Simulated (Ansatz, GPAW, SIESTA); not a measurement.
**Ge: 4 runs at one level of theory**

```
CELL_PARAMETERS angstrom
0.00000 2.88574 5.11566
2.63050 0.00000 5.11566
2.63050 2.88574 0.00000
ATOMIC_POSITIONS crystal
Ge 0.72649 0.27351 0.72649
Ge 0.27351 0.72649 0.27351
Ge 0.21813 0.21813 0.78187
Ge 0.78187 0.78187 0.21813
```

This isn't the form of Ge at room conditions, which is diamond.

Alike in all runs: task single point; functional PBEsol; k mesh 7 × 7 × 7; occupations fermi-dirac, width 0.05 eV; no spin polarisation; no spin-orbit coupling. Pressure is positive in compression and, in plane waves, holds the error of the finite cutoff, which Ansatz's Pulay term estimates and takes out.

```csv
program and potentials,plane-wave cutoff (eV),notes,pressure (GPa)
"Ansatz, Ansatz PAW",420,"potentials made for PBE, which Ansatz adapts in part; 14 valence electrons an atom on average; Pulay term of +0.03 GPa included",-3.50
"Ansatz, all-electron LAPW, scalar-relativistic",-,-,-3.47
"SIESTA, files PseudoDojo sr-pbesol-0.4.1-standard, DZP (energy shift 0.003 Ry; two zetas on semicore shells)",-,atomic basis; 14 valence electrons an atom on average,-1.92
"GPAW, PAW data sets generated for this functional",600,4 valence electrons an atom on average,?
```

**Question.** Estimate from the other rows what the run with GPAW, PAW data sets generated for this functional gave.

**Answer.** Pressure -3.64 GPa. The other rows, which needn't bracket it: pressure -3.50 to -1.92.
